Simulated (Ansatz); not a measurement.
Runs of Ansatz 0.2.0 on CuO (Tenorite). It takes space group C2/c (No. 15, monoclinic). The conventional cell has a = 4.684 Å, b = 3.423 Å, c = 5.129 Å, α = 90.00°, β = 99.54°, γ = 90.00°. Around Cu (site symmetry -1) lie 4 O at 1.95 to 1.96 Å. O (site symmetry 2) is surrounded by 4 Cu at 1.95 to 1.96 Å. 

```tsv
level	U	cutoff (eV)	hubbard projectors	double counting	gap on the mesh (eV)	pressure (GPa)	relaxed volume (Å³/atom)
r2SCAN+U	Cu d U = 4 eV	500	ortho-atomic (the default)	fll (the default)	none	0.0	10.85
r2SCAN+U	Cu d U = 3 eV	500	ortho-atomic (the default)	fll (the default)	none	0.0	10.82
LDA	-	420	-	-	none	0.0	10.27
r2SCAN	-	500	-	-	none	0.0	10.73
BLYP	-	420	-	-	none	0.0	11.65
r2SCAN+U	Cu d U = 6 eV	500	ortho-atomic (the default)	fll (the default)	none	0.0	10.93
r2SCAN+U	Cu d U = 1 eV	500	ortho-atomic (the default)	fll (the default)	none	0.0	10.76
RPBE	-	420	-	-	none	0.0	(b)
revPBE	-	420	-	-	none	0.0	(c)
r2SCAN+U	Cu d U = 5 eV	500	ortho-atomic (the default)	fll (the default)	none	0.0	(a)
PBEsol	-	420	-	-	none	0.0	10.67
```

Alike in all rows: task relaxation of cell and atoms; potentials or basis Ansatz PAW; no spin polarisation; cell relaxed; k mesh 10 × 10 × 5; smearing fermi-dirac 0.05 eV.

Estimate the missing entries.

(a) 10.88; (b) 11.61; (c) 11.50.

Caveats: the plane-wave basis is chosen anew once the cell has moved, so the energies of steps on either side of that aren't comparable; the run has no spin polarisation, though such a crystal can be magnetic; the PAW data sets come from PBE, with cores solved anew for the run's functional, which leaves a small shift of forces and pressure; semilocal functionals often make such compounds metallic where correlation or magnetic order opens a gap, which also shifts bond lengths (some runs); U without spin polarisation on a metal has little footing (some runs).

A gap of «none» marks a metal or a gap under the smearing width.
